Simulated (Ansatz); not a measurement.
Input and command of a calculation in Ansatz (plane waves; scalar-relativistic PAW potentials unless the input names others):

```yaml
crystal:
  lattice:
    - [1.3911931457, -4.2965646826, 0.0]
    - [1.3911931457, 4.2965646826, 0.0]
    - [0.0, 0.0, 3.2019288081]
  atoms:
    - { symbol: Ga, position: [0.8675172184, 0.1324827816, 0.25] }
    - { symbol: Ga, position: [0.1324827816, 0.8675172184, 0.75] }
  symmetry: { detect: false }
basis:
  ecutwfc: 420
kpoints:
  mp_grid: { grid: [12, 12, 12] }
hamiltonian:
  xc: pbe
scf:
  occupations: { method: gaussian, width: 0.1 }
output:
  forces: true
  eigenvalues: true
  stress: true
```

```bash
ansatz run input.yaml --threads 2 --pin off --max-ram 5120MiB --backend cpu --events-out ev --progress --plain --runs-dir out
```

Abridged log:
```
Pseudopotentials: kind: paw
Pseudopotential: Ga, paw, valence charge 13, recommended cutoff 420 eV (normal)
Functional definition: PBE
Crystal: 2 atoms, lattice volume = 38.278 Å³
Basis set: ecut = 420 eV, 753 PW (Γ), exchange–correlation on 64×64×48 points (8 copies of the dense FFT grid, shifted against one another)
Bands: 17, of which v1, the nominal top of the filled ones, is band 13 counted from 1 (12 counted from 0)
Symmetry: 1 space group operations
k-points: 868 of 1728 (time reversal used)
Initial density: superposition of atomic densities (neutral atoms: chi_scale 0, normalization atom), corrected by the library's trained network
Initial wavefunctions: pseudopotential atomic-orbital guess
Functional: x = pbe(κ = 0.804, μ = 0.21951497), c = pbe(β = 0.06672455)
SCF iter   1: F=—  HF=-7566.011206 eV  |F-HF|=—  |Δ(HF+E_count)|=         —  Δρ=1.18e-3  dr2=3.87e-4  ethr=1.77e-3  ⟨swp⟩=5.1  Hψ=67595  notcnv=0
SCF iter   2: F=—  HF=-7566.010838 eV  |F-HF|=—  |Δ(HF+E_count)|=   3.69e-4  Δρ=6.72e-4  dr2=1.86e-4  ethr=1.49e-6  ⟨swp⟩=2.0  Hψ=31026  notcnv=0
SCF iter   3: F=—  HF=-7566.010839 eV  |F-HF|=—  |Δ(HF+E_count)|=   1.38e-6  Δρ=4.27e-4  dr2=8.98e-5  ethr=7.16e-7  ⟨swp⟩=2.0  Hψ=23281  notcnv=0
SCF iter   4: F=—  HF=-7566.010869 eV  |F-HF|=—  |Δ(HF+E_count)|=   2.96e-5  Δρ=1.68e-4  dr2=1.01e-5  ethr=3.45e-7  ⟨swp⟩=3.0  Hψ=25940  notcnv=0
SCF iter   5: F=—  HF=-7566.010860 eV  |F-HF|=—  |Δ(HF+E_count)|=   8.58e-6  Δρ=3.32e-5  dr2=4.55e-7  ethr=3.88e-8  ⟨swp⟩=2.0  Hψ=25904  notcnv=0
SCF iter   6: F=—  HF=-7566.010860 eV  |F-HF|=—  |Δ(HF+E_count)|=   2.63e-7  Δρ=1.71e-5  dr2=6.11e-8  ethr=3.85e-10  ⟨swp⟩=6.0  Hψ=70793  notcnv=0
SCF iter   7: F=-7566.010860 eV  HF=-7566.010860 eV  |F-HF|=1.21e-8  |Δ(HF+E_count)|=   4.78e-8  Δρ=4.74e-6  dr2=5.35e-9  ethr=2.35e-10  ⟨swp⟩=4.0  Hψ=50921  notcnv=0
SCF 1 converged in 7 iterations: F = -7566.010860 eV  dr2 = 5.35e-9
SCF converged after 7 iterations
Free energy (F): -7566.010860 eV
Harris-Foulkes:  -7566.010860 eV  (|F-HF|=1.21e-8)
Internal energy: -7566.007910 eV  (E = F + TS)
E sigma→0 (E₀):  -7566.009385 eV
Entropy (-TS):   -0.002950 eV (-1.475 meV/atom)
Fermi energy:    9.516665 eV
--- Forces (eV/Å), atoms counted from 1 ---
  atom   1  Ga     0.00000000     0.00158238     0.00000000
  atom   2  Ga     0.00000000    -0.00158228     0.00000000
--- Stress (GPa, compression-positive) ---
       -0.044412       0.000000       0.000000
        0.000000       0.021452       0.000000
        0.000000       0.000000       0.018767
  P = ⅓ Tr σ = -0.0014 GPa (-0.014 kbar)
```

Apart from outputs, empty bands and the relaxation, which only the reference makes, the input differs from a reference run on usual settings in crystal.symmetry: not typed → {"detect": false}. The reference, at the same geometry, ended its own course with pressure 0.00 GPa, largest force 0.002 eV/Å, no gap on the mesh. This run converged in 7 SCF iterations with an energy at zero smearing within 0.01 meV/atom of the reference's, pressure 0.00 GPa, largest force 0.002 eV/Å, no gap on the mesh.

Time: 13 s on 2 threads of Intel(R) Xeon(R) 6975P-C (Granite Rapids), with other jobs on the host, peak memory 0.86 GiB.